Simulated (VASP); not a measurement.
Here is a VASP 6.6.1 calculation.

The input INCAR:

```
  ALGO = Normal
  EDIFF = 1E-7
  EDIFFG = -0.002
  ENCUT = 520
  GGA = CA
  IBRION = 2
  ISIF = 3
  ISMEAR = 0
  LASPH = True
  LCHARG = False
  LREAL = False
  LWAVE = False
  NELM = 80
  NSW = 80
  PREC = Accurate
  PSTRESS = 500.0
  SIGMA = 0.1
```

File KPOINTS:

```
k-points
0
Gamma
  16 16 16
```

POSCAR

```
Hf                                      
1.0
   -1.5687423164      1.5687423164      1.5687423164
    1.5687423164     -1.5687423164      1.5687423164
    1.5687423164      1.5687423164     -1.5687423164
  Hf            
     1
Direct
     0.0000000000000000    0.0000000000000000    0.0000000000000000
```

Potentials or basis: VASP PAW LDA potentials, release 64 (Hf_pv).

Run with:

```console
$ cat potpaw_LDA.64/Hf_pv/POTCAR > POTCAR
$ mpirun -np 1 vasp_std > vasp.out
```

Q: Predict the band gap on the k mesh.

A: None (metal or under the smearing width).

Q: Estimate the space group after relaxing (to 0.05 Å).

A: Im-3m (No. 229).

Step by step:
```
step  energy change (eV)  largest force (eV/Å)  pressure (GPa)  volume (Å³)
   1              0.0000                0.0000           49.97        15.44
   2              0.0017                0.0000           50.06        15.44
   3              0.0005                0.0000           50.01        15.44
```

Caveat: the cell is relaxed towards a set pressure, so the enthalpy falls and the energy may rise. Spin-orbit coupling is left out, which matters for the levels of Hf.
